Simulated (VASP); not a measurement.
Runs of VASP 6.6.1 on C. The structure is hexagonal, space group P6_3/mmc (No. 194). Conventional cell: a = 2.522 Å, b = 2.522 Å, c = 8.237 Å, α = 90.00°, β = 90.00°, γ = 120.00°. C (site symmetry 3m) is surrounded by 4 C at 1.54 Å. Around C (site symmetry 3m) lie 4 C at 1.54 Å. This is a hexagonal form of diamond, not graphite.

| task | level | potentials or basis | cell | cutoff (eV) | gap on the mesh (eV) | pressure (GPa) | relaxed volume (Å³/atom) |
| --- | --- | --- | --- | --- | --- | --- | --- |
| band structure | LDA | VASP PAW LDA potentials, release 64 (C) | as given | 520 | 4.37 | -11.1 | - |
| band structure | RPBE | VASP PAW PBE potentials, release 64 (C) | as given | 520 | 4.41 | - | - |
| relaxation of cell and atoms | PBEsol | VASP PAW PBE potentials, release 64 (C) | relaxed | 600 | 4.43 | 0.0 | 5.62 |
| band structure | PBEsol | VASP PAW PBE potentials, release 64 (C) | as given | 520 | (a) | - | - |
| relaxation of cell and atoms | LDA | VASP PAW LDA potentials, release 64 (C) | relaxed | 600 | 4.58 | 0.0 | (b) |
| relaxation of cell and atoms | RPBE | VASP PAW PBE potentials, release 64 (C) | relaxed | 600 | 4.50 | 0.0 | 5.78 |

Alike in all rows: no spin polarisation; k mesh 12 × 12 × 4; smearing fermi-dirac 0.05 eV.

Question: Fill in the values left out.

Answer: (a) 4.27; (b) 5.52.

Caveats: the PAW data sets were made with another functional, which shifts forces and pressure a little (some runs).

A k mesh can miss the band edges.

Runs at the PBE level aren't shown here.
